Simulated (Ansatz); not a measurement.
**Honeycomb SiC bilayer (AA') in a perpendicular field**

Aim: how the honeycomb SiC bilayer (AA') screens a field along its normal, and what the field does to its bands. A positive field points along +c.

Method: plane-wave DFT, PBE-D3(BJ), Ansatz PAW, in Ansatz 0.2.0.

### Step 1. The structure

The cell holds 4 atoms: 2 C and 2 Si. Cell: a = 3.100 Å, b = 3.100 Å, c = 37.750 Å, α = 90.0°, β = 90.0°, γ = 120.0°. Regions: layer 1: honeycomb SiC, 2 atoms (1 C and 1 Si); layer 2: honeycomb SiC, 2 atoms (1 C and 1 Si). Vacuum lies along c.

### Step 2. Relaxing the slab

The starting cell is a guess, so the in-plane lattice and the atoms are relaxed first, with the slab cut off from its images along the normal.

Input file input.yaml:

```yaml
crystal:
  lattice:
    - [3.1, 0.0, 0.0]
    - [-1.55, 2.6846787517, 0.0]
    - [0.0, 0.0, 37.750000002]
  atoms:
    - { symbol: C, position: [0.6666666667, 0.3333333333, 0.455629139] }
    - { symbol: Si, position: [0.3333333333, 0.6666666667, 0.455629139] }
    - { symbol: C, position: [0.3333333333, 0.6666666667, 0.544370861] }
    - { symbol: Si, position: [0.6666666667, 0.3333333333, 0.544370861] }
  periodic: [true, true, false]
kpoints:
  mp_grid: { grid: [12, 12, 1] }
hamiltonian:
  xc: pbe
  dispersion: d3bj
scf:
  occupations: { method: fermi_dirac, width: 0.05 }
  convergence: { dr2_threshold: 1.0e-09 }
relax:
  f_tol: 0.004
  max_steps: 90
  cell: {}
output:
  write_potential: true
  write_density: true
  volumetric_format: npy
```

Command:

```bash
$ ansatz run input.yaml --threads 2 --pin off --max-ram 3072MiB --backend cpu --events-out ev --progress --plain --runs-dir out
```

Numbers of over 12 decimals in the logs are rounded to 6 here.

The log of the run:

```text
Warning: relax.cell: scf.convergence.dr2_threshold = 1e-9 eV is looser than the 2.24438552741e-10 eV advised for a relaxation that steers and ends on the stress (1e-10 eV for each atom of the cell: 4, times the square of relax.cell.stress_2d_tol = 0.05 N/m over 13.4 Å (the atoms' height at the walk's start and 5 Å past either face), 3.745e-2 GPa, over a crystal's default 0.05). What an SCF threshold leaves in a stress goes as its square root, and in the free energy as the threshold itself, and one threshold admits the most on a small cell: [figures from the program's tests cut] Set scf.convergence.dr2_threshold to 2.24438552741e-10 eV or tighter. [rest of the remark cut]
Engine: ansatz 0.2.0, x86_64-unknown-linux-gnu
Pseudopotentials: kind: paw
Pseudopotential: C, paw, valence charge 4, recommended cutoff 420 eV (normal), C.paw.azcp
Pseudopotential: Si, paw, valence charge 4, recommended cutoff 420 eV (normal), Si.paw.azcp
Functional definition: PBE
  parameter kappa = 0.804
  parameter beta = 0.066725
  exchange = pbe_x(kappa = kappa, mu = beta*pi^2/3)
  correlation = pbe_c(beta = beta)
Crystal: 4 atoms, lattice volume = 314.175 Å³
Basis set: ecut = 420 eV, 6091 PW (Γ), exchange–correlation on 48×48×512 points (8 copies of the dense FFT grid, shifted against one another)
Bands: 12, of which v1, the nominal top of the filled ones, is band 8 counted from 1 (7 counted from 0)
Symmetry: 12 space group operations
Space group: P-3m1 (ITA 164), of the structure as read, at distance tolerance 6.8e-5 Å
k-points: 19 of 144
Non-local potential: C, projectors of the file, l = 0: 2, l = 1: 2, l = 2: 1
Non-local potential: Si, projectors of the file, l = 0: 2, l = 1: 2, l = 2: 2
PAW form: soft (Blöchl's): semilocal exchange-correlation on the pseudo side does not see the compensation charge
PAW one-centre angular grid: C, 110 points (default); XC on 64 Gauss nodes
PAW one-centre angular grid: Si, 110 points (default); XC on 64 Gauss nodes
Initial density: superposition of atomic densities (neutral atoms: chi_scale 0, normalization atom), corrected by the library's trained network
Initial wavefunctions: pseudopotential atomic-orbital guess
Functional: x = pbe(κ = 0.804, μ = 0.219515), c = pbe(β = 0.066725)
SCF iter   1: F=—  HF=-1773.051779 eV  |F-HF|=—  |Δ(HF+E_count)|=         —  Δρ=1.16e-3  dr2=8.21e-3  ethr=1.77e-3  ⟨swp⟩=11.8  Hψ=2665  notcnv=0
preconditioner: auto → Resta (q_TF=auto, 1.661 Å⁻¹)  ε∞=1.7  [insulator: Δε(μ)=2.153 eV  Ē_g=10.195 eV  σ=0.050 eV  W_gap=1.00  n_scr=18 (ndim 8)  ℏωp=8.4 eV  f_vac=0.782  D(μ)=0.00/eV (n_scr^D=0)  ε∞_Penn≈1.7  vacuum switching on, ρ_ref=7.5e-3 e/Å³]
SCF iter   2: F=—  HF=-1773.051128 eV  |F-HF|=—  |Δ(HF+E_count)|=   6.51e-4  Δρ=5.73e-4  dr2=1.62e-3  ethr=5.13e-5  ⟨swp⟩=3.6  Hψ=731  notcnv=0
SCF iter   3: F=—  HF=-1773.051527 eV  |F-HF|=—  |Δ(HF+E_count)|=   3.98e-4  Δρ=1.83e-4  dr2=3.19e-4  ethr=1.01e-5  ⟨swp⟩=2.9  Hψ=413  notcnv=0
SCF iter   4: F=—  HF=-1773.051562 eV  |F-HF|=—  |Δ(HF+E_count)|=   3.53e-5  Δρ=5.26e-5  dr2=1.18e-5  ethr=1.99e-6  ⟨swp⟩=3.6  Hψ=492  notcnv=0
SCF iter   5: F=—  HF=-1773.051501 eV  |F-HF|=—  |Δ(HF+E_count)|=   6.07e-5  Δρ=2.34e-5  dr2=1.44e-6  ethr=7.41e-8  ⟨swp⟩=2.8  Hψ=422  notcnv=0
SCF iter   6: F=—  HF=-1773.051546 eV  |F-HF|=—  |Δ(HF+E_count)|=   4.48e-5  Δρ=7.38e-6  dr2=2.27e-7  ethr=9.02e-9  ⟨swp⟩=3.1  Hψ=488  notcnv=0
SCF iter   7: F=—  HF=-1773.051546 eV  |F-HF|=—  |Δ(HF+E_count)|=   3.52e-8  Δρ=1.38e-6  dr2=7.83e-9  ethr=1.42e-9  ⟨swp⟩=2.8  Hψ=426  notcnv=0
SCF iter   8: F=-1773.051546 eV  HF=-1773.051546 eV  |F-HF|=8.73e-11  |Δ(HF+E_count)|=   4.05e-9  Δρ=2.39e-7  dr2=1.79e-10  ethr=6.25e-12  ⟨swp⟩=11.8  Hψ=1842  notcnv=0
SCF 1 converged in 8 iterations: F = -1773.051546 eV  dr2 = 1.79e-10
  greatest PAW one-centre occupation: 0.652 electrons in one spin orbital (limit 2), on the C atom at site 2 (counted from 0), in its partial waves of l = 0
relax step   1: F+E_penalty+E_count = -1773.05154615 eV  Δ(F+E_penalty+E_count) = +0.000e0 eV  max|allowed force component| = 2.132e-1 eV/Å  Δτ_max = 0.0000 Å  P = -1.454 N/m  Ω = 314.175 Å³  fix = [c, alpha, beta]  reactions: c -0.000 N/m  (8 SCF iters, accepted)
Crystal: 4 atoms, lattice volume = 313.226 Å³
Basis set: ecut = 420 eV, 6079 PW (Γ), exchange–correlation on 48×48×512 points (8 copies of the dense FFT grid, shifted against one another)
Initial density: handed on by an earlier stage of this run
Initial wavefunctions: those handed on with the density
SCF iter   1: F=—  HF=-1773.271801 eV  |F-HF|=—  |Δ(HF+E_count)|=         —  Δρ=1.22e-2  dr2=6.76e-1  ethr=3.10e-3  ⟨swp⟩=13.1  Hψ=2392  notcnv=0
preconditioner: auto → Resta (q_TF=auto, 1.662 Å⁻¹)  ε∞=1.6  [insulator: Δε(μ)=2.259 eV  Ē_g=10.430 eV  σ=0.050 eV  W_gap=1.00  n_scr=18 (ndim 8)  ℏωp=8.4 eV  f_vac=0.801  D(μ)=0.00/eV (n_scr^D=0)  ε∞_Penn≈1.6  vacuum switching on, ρ_ref=7.9e-3 e/Å³]
SCF iter   2: F=—  HF=-1773.119686 eV  |F-HF|=—  |Δ(HF+E_count)|=   1.52e-1  Δρ=4.21e-3  dr2=8.67e-2  ethr=3.10e-3  ⟨swp⟩=4.0  Hψ=640  notcnv=0
SCF iter   3: F=—  HF=-1773.109230 eV  |F-HF|=—  |Δ(HF+E_count)|=   1.05e-2  Δρ=2.36e-3  dr2=1.16e-2  ethr=5.42e-4  ⟨swp⟩=4.3  Hψ=577  notcnv=0
SCF iter   4: F=—  HF=-1773.110765 eV  |F-HF|=—  |Δ(HF+E_count)|=   1.54e-3  Δρ=5.76e-4  dr2=7.08e-4  ethr=7.23e-5  ⟨swp⟩=3.1  Hψ=491  notcnv=0
SCF iter   5: F=—  HF=-1773.111052 eV  |F-HF|=—  |Δ(HF+E_count)|=   2.87e-4  Δρ=7.43e-5  dr2=2.15e-5  ethr=4.43e-6  ⟨swp⟩=2.7  Hψ=449  notcnv=0
SCF iter   6: F=—  HF=-1773.111098 eV  |F-HF|=—  |Δ(HF+E_count)|=   4.57e-5  Δρ=2.12e-5  dr2=1.83e-6  ethr=1.34e-7  ⟨swp⟩=3.2  Hψ=477  notcnv=0
SCF iter   7: F=—  HF=-1773.111141 eV  |F-HF|=—  |Δ(HF+E_count)|=   4.36e-5  Δρ=5.55e-6  dr2=7.82e-8  ethr=1.14e-8  ⟨swp⟩=3.2  Hψ=457  notcnv=0
SCF iter   8: F=—  HF=-1773.111141 eV  |F-HF|=—  |Δ(HF+E_count)|=   7.40e-8  Δρ=7.58e-7  dr2=2.09e-9  ethr=4.89e-10  ⟨swp⟩=3.1  Hψ=463  notcnv=0
SCF iter   9: F=-1773.111141 eV  HF=-1773.111141 eV  |F-HF|=9.14e-11  |Δ(HF+E_count)|=  5.31e-10  Δρ=1.29e-7  dr2=7.02e-11  ethr=6.25e-12  ⟨swp⟩=12.4  Hψ=1871  notcnv=0
SCF 2 converged in 9 iterations: F = -1773.111141 eV  dr2 = 7.02e-11
  greatest PAW one-centre occupation: 0.653 electrons in one spin orbital (limit 2), on the C atom at site 2 (counted from 0), in its partial waves of l = 0
relax step   2: F+E_penalty+E_count = -1773.11114122 eV  Δ(F+E_penalty+E_count) = -5.960e-2 eV  max|allowed force component| = 1.419e-1 eV/Å  Δτ_max = 0.1950 Å  P = -0.452 N/m  Ω = 313.226 Å³  energy of the carried Pulay correction = +2.099e-4 eV  fix = [c, alpha, beta]  reactions: c -0.000 N/m  (9 SCF iters, accepted)
[...]
relax step   6: F+E_penalty+E_count = -1773.20887942 eV  Δ(F+E_penalty+E_count) = +4.966e-2 eV  max|allowed force component| = 6.783e-1 eV/Å  Δτ_max = 0.0998 Å  P = -2.812 N/m  Ω = 333.314 Å³  energy of the carried Pulay correction = -4.104e-3 eV  fix = [c, alpha, beta]  (9 SCF iters, rejected (line search))
relax step   7: F+E_penalty+E_count = -1773.26416364 eV  Δ(F+E_penalty+E_count) = -5.626e-3 eV  max|allowed force component| = 1.968e-1 eV/Å  Δτ_max = 0.0251 Å  P = -2.061 N/m  Ω = 324.792 Å³  energy of the carried Pulay correction = -2.307e-3 eV  fix = [c, alpha, beta]  reactions: c -0.000 N/m  (8 SCF iters, accepted)
relax step   8: F+E_penalty+E_count = -1773.27878640 eV  Δ(F+E_penalty+E_count) = -1.462e-2 eV  max|allowed force component| = 7.684e-2 eV/Å  Δτ_max = 0.0405 Å  P = +0.364 N/m  Ω = 322.696 Å³  energy of the carried Pulay correction = -1.858e-3 eV  fix = [c, alpha, beta]  reactions: c +0.000 N/m  (8 SCF iters, accepted)
relax step   9: F+E_penalty+E_count = -1773.27938972 eV  Δ(F+E_penalty+E_count) = -6.033e-4 eV  max|allowed force component| = 2.079e-3 eV/Å  Δτ_max = 0.0043 Å  P = +0.035 N/m  Ω = 323.216 Å³  energy of the carried Pulay correction = -1.969e-3 eV  fix = [c, alpha, beta]  reactions: c +0.000 N/m  (7 SCF iters, accepted)
relax step  10: F+E_penalty+E_count = -1773.28179296 eV  Δ(F+E_penalty+E_count) = -2.403e-3 eV  max|allowed force component| = 2.183e-3 eV/Å  Δτ_max = 0.0000 Å  P = +0.095 N/m  Ω = 323.216 Å³  fix = [c, alpha, beta]  reactions: c +0.000 N/m  stress off target by 9.53e-2 N/m on what of the cell is left free  SCF on the basis re-selected at this cell (its energy is not comparable with the rows above)  (5 SCF iters)
relax step  11: F+E_penalty+E_count = -1773.28176397 eV  Δ(F+E_penalty+E_count) = +2.900e-5 eV  max|allowed force component| = 6.548e-4 eV/Å  Δτ_max = 0.0008 Å  P = +0.006 N/m  Ω = 323.425 Å³  energy of the carried Pulay correction = -4.682e-5 eV  fix = [c, alpha, beta]  reactions: c +0.000 N/m  (6 SCF iters, accepted)
iter 1 solved again at ethr=1.32e-7 eV; its pass at ethr=3.10e-3 eV (dr2=2.11e-5 eV) is discarded
SCF iter   1: F=—  HF=-1773.281857 eV  |F-HF|=—  |Δ(HF+E_count)|=         —  Δρ=2.06e-6  dr2=3.87e-9  ethr=1.32e-7  ⟨swp⟩=6.8  Hψ=4282  notcnv=0
eigensolver tolerance schedule: the retry pair's looser diagonalisation over-reported the residual by 5461.74 of it (diagonalisation noise at 0.30 of the residual, at the tolerance the schedule requests for it); recorded, not acted on — ethr = c·dr2/N_el stays at c = 1.0e-1
preconditioner: auto → Resta (q_TF=auto, 1.653 Å⁻¹)  ε∞=1.6  [insulator: Δε(μ)=1.848 eV  Ē_g=11.109 eV  σ=0.050 eV  W_gap=1.00  n_scr=18 (ndim 8)  ℏωp=8.3 eV  f_vac=0.816  D(μ)=0.00/eV (n_scr^D=0)  ε∞_Penn≈1.6  vacuum switching on, ρ_ref=9.0e-3 e/Å³]
SCF iter   2: F=—  HF=-1773.281827 eV  |F-HF|=—  |Δ(HF+E_count)|=   2.96e-5  Δρ=1.11e-6  dr2=1.96e-9  ethr=2.42e-11  ⟨swp⟩=5.8  Hψ=878  notcnv=0
iter 3 met the thresholds in force, and the SCF goes on: an eigenvalue changes by 9.05 meV, over its tolerance of 1.03 meV (output.eigenvalues, Limitations)
SCF iter   3: F=-1773.281828 eV  HF=-1773.281827 eV  |F-HF|=4.60e-7  |Δ(HF+E_count)|=   2.12e-7  Δρ=7.27e-7  dr2=4.78e-10  ethr=6.25e-12  ⟨swp⟩=19.8  Hψ=2478  notcnv=0
iter 4 met the thresholds in force, and the SCF goes on: an eigenvalue changes by 2.70 meV, over its tolerance of 1.02 meV (output.eigenvalues, Limitations)
SCF iter   4: F=-1773.281828 eV  HF=-1773.281828 eV  |F-HF|=6.99e-8  |Δ(HF+E_count)|=   3.90e-7  Δρ=2.01e-7  dr2=5.78e-11  ethr=2.99e-12  ⟨swp⟩=10.2  Hψ=1828  notcnv=0
Mixer restart at iter 4: flushing history
SCF iter   5: F=-1773.281828 eV  HF=-1773.281828 eV  |F-HF|=1.19e-10  |Δ(HF+E_count)|=   7.00e-8  Δρ=1.18e-7  dr2=1.28e-10  ethr=1.00e-12  ⟨swp⟩=9.4  Hψ=1880  notcnv=0
SCF 12 converged in 5 iterations: F = -1773.281828 eV  dr2 = 1.28e-10
relax step  12: F+E_penalty+E_count = -1773.28182786 eV  Δ(F+E_penalty+E_count) = -6.390e-5 eV  max|allowed force component| = 7.004e-4 eV/Å  Δτ_max = 0.0000 Å  P = +0.006 N/m  Ω = 323.425 Å³  fix = [c, alpha, beta]  reactions: c +0.000 N/m  stress off target by 5.98e-3 N/m on what of the cell is left free  SCF on the basis re-selected at this cell (its energy is not comparable with the rows above)  (5 SCF iters)
basis re-selected at this cell: Δ(F+E_penalty+E_count) = -6.390e-5 eV, ΔP = +0.000 N/m vs the last step (what re-selecting the basis moved, of the pressure what is left beyond the Pulay correction that the steps carried, after the strain that the cell walked since its last selection, with what the two solves' SCF thresholds leave and, on support functions, any second-order correction that the steps lacked; it is no m [...]
WARN: The output density's exchange-correlation potential varies sharply where the density is thin. Do not read a vacuum level from v_tot or v_xc, or from such a field of the output density. On a cell that repeats whose density bears no net charge and no dipole along the vacuum's axis use v_es (v_loc + v_h of the components); under efield.dipole_correction with no amplitude use v_es + v_field, which holds any externa [...]
SCF converged after 5 iterations
an eigenvalue changed by more than its tolerance at an iteration that met the thresholds in force, so the SCF went on 2 times, its first undamped step at iteration 4: the last check found none over its tolerance
Free energy (F): -1773.281828 eV
Harris-Foulkes:  -1773.281828 eV  (|F-HF|=1.19e-10)
Internal energy: -1773.281828 eV  (E = F + TS)
E sigma→0 (E₀):  -1773.281828 eV
Fermi energy:    -4.399933 eV
--- Per-component energies (eV) ---
  E_band       = -182.667678
  E_kinetic    = 270.155502
  E_local      = -21986.780529  (includes V_loc(G=0)·N_el)
  E_nonlocal   = 103.359035
  E_hartree    = 10832.954871
  E_xc         = -209.847054
  E_vxc        = -217.073708  (∫ρ·V_xc dr)
  E_paw        = -1223.974626  (= ΣΔE_a)
  E_vpaw       = -18.238515  (= ΣTr[D̂ρ^β])
  E_aug_tail   = 0.000027  (compensation charges beyond the density's cutoff)
  E_ewald      = 10441.608369
  E_disp       = -0.757423  (pairwise vdW)
  E_smearing   = -0.000000  (= −TS)
  E_closure    = -0.000000  (closes the sum)
  Σ components = -1773.281828   (vs F -1773.281828, Δ=0.00e0)
--- Forces (eV/Å), atoms counted from 1 ---
  atom   1  C     -0.00000000     0.00000000    -0.00070038
  atom   2  Si     0.00000000    -0.00000000     0.00045726
  atom   3  C     -0.00000000    -0.00000000     0.00070038
  atom   4  Si     0.00000000     0.00000000    -0.00045726
  max |Σ_I F_I| component: 3.70e-17 eV/Å
--- 2D stress c σ (N/m, compression-positive) ---
        0.005976      -0.000000      -0.000000
       -0.000000       0.005976      -0.000000
       -0.000000      -0.000000       0.000000
  P = ½ c Tr σ = 0.0060 N/m
--- Band table (eV; the first three rows and the last of 19) ---
  k-point 0: bands = [... 4 lower, -7.6986, -6.4824, -6.4821, -6.4821, -1.1592 (-1.1592°), -1.1095 (-1.1095°), -0.1507, 0.1256]
  k-point 1: bands = [... 4 lower, -7.8772, -6.9158, -6.5659, -6.1821, -0.9776 (-0.9776°), -0.9440 (-0.9440°), -0.0499, 0.2308]
  k-point 2: bands = [... 4 lower, -8.2937, -7.9758, -6.8048, -5.8249, -1.1757 (-1.1757°), -0.6592 (-0.6592°), -0.3216, 0.6095]
  k-point 18: bands = [... 4 lower, -12.4516, -10.1403, -6.8507, -6.8507, -0.3422, -0.2770, -0.2770, 2.6224]
  ° read free of the cell's end (the report's vacuum.weakly_bound_levels)
--- Relaxed structure (10 steps of the walk, 9 accepted, 2 SCFs on fresh bases) ---
  F+E_penalty+E_count = -1773.28182786 eV   max|allowed force component| = 7.004e-4 eV/Å   (the final SCF, on the basis selected at the relaxed cell)
  cell:  # Å, volume = 323.4249 Å³
    - [3.145306, 0.0, 0]
    - [-1.572653, 2.723915, 0]
    - [0, 0, 37.750000002]
  atoms:
    - { symbol: C, position: [0.666667, 0.333333, 0.469086] }
    - { symbol: Si, position: [0.333333, 0.666667, 0.473273] }
    - { symbol: C, position: [0.333333, 0.666667, 0.530914] }
    - { symbol: Si, position: [0.666667, 0.333333, 0.526727] }
```

Run time: 98 s. Hardware: 2 threads of Intel Xeon at 2.50GHz (Skylake/Cascade Lake), shared host; peak memory 0.56 GiB.

Step by step:

```csv
step,energy less that of the first step (eV),largest force component (eV/Å),volume (Å³)
1,0.0000,0.2132,314.17
2,-0.0596,0.1419,313.23
3,-0.1333,0.3600,312.81
4,-0.1633,0.1444,313.16
5,-0.2070,0.2442,316.79
6,-0.1573,0.6783,333.31
7,-0.2126,0.1968,324.79
8,-0.2272,0.0768,322.70
9,-0.2278,0.0021,323.22
10*,-0.2302,0.0022,323.22
11,-0.2302,0.0007,323.42
12*,-0.2303,0.0007,323.42
```

Relaxation steps marked * repeat the geometry before them on a plane-wave basis chosen anew for their cell, so energy and pressure can jump there. Relaxation step 6 was tried and not accepted.

The run keeps the 12 symmetry operations that it works with, so distortions that break them were not tested.

```csv
cell as run,before,after,change
a (Å),3.100,3.145,+1.5 %
b (Å),3.100,3.145,+1.5 %
```

The atoms that moved most (Å, along periodic axes as changes of fractional coordinates times the final cell, across vacuum about the mean position):

```csv
atom,dx,dy,dz,length
Si2,0.000,0.000,0.666,0.666
Si4,0.000,0.000,-0.666,0.666
C1,0.000,0.000,0.508,0.508
C3,0.000,0.000,-0.508,0.508
```

The relaxed structure:

```cif
data_structure
_symmetry_space_group_name_H-M 'P 1'
_symmetry_Int_Tables_number 1
_cell_length_a 3.1453
_cell_length_b 3.1453
_cell_length_c 37.7500
_cell_angle_alpha 90.000
_cell_angle_beta 90.000
_cell_angle_gamma 120.000
_cell_volume 323.42
loop_
_atom_site_label
_atom_site_type_symbol
_atom_site_fract_x
_atom_site_fract_y
_atom_site_fract_z
_atom_site_occupancy
C1 C 0.66667 0.33333 0.46909 1
Si2 Si 0.33333 0.66667 0.47327 1
C3 C 0.33333 0.66667 0.53091 1
Si4 Si 0.66667 0.33333 0.52673 1
```

Numbers from this step:

* gap on the k-mesh: 1.848 eV

The lattice constant a goes from 3.100 to 3.145 Å.

[end of part 1 of 3]

[Logs are printed without paths, hosts, clocks, repeated set-up lines and the standing remarks that a program may print on its own settings, such as how far it seeks lower states.]

[Hosts, paths, dates, database ids (printed as entryN), source tags and the programs' standing remarks are cut or masked in the printed files.]

[Maps of the electrostatic potential energy from Ansatz leave out the sawtooth potential of an applied field or a dipole correction, so their vacuum need not be flat; planar profiles and work functions include it.]
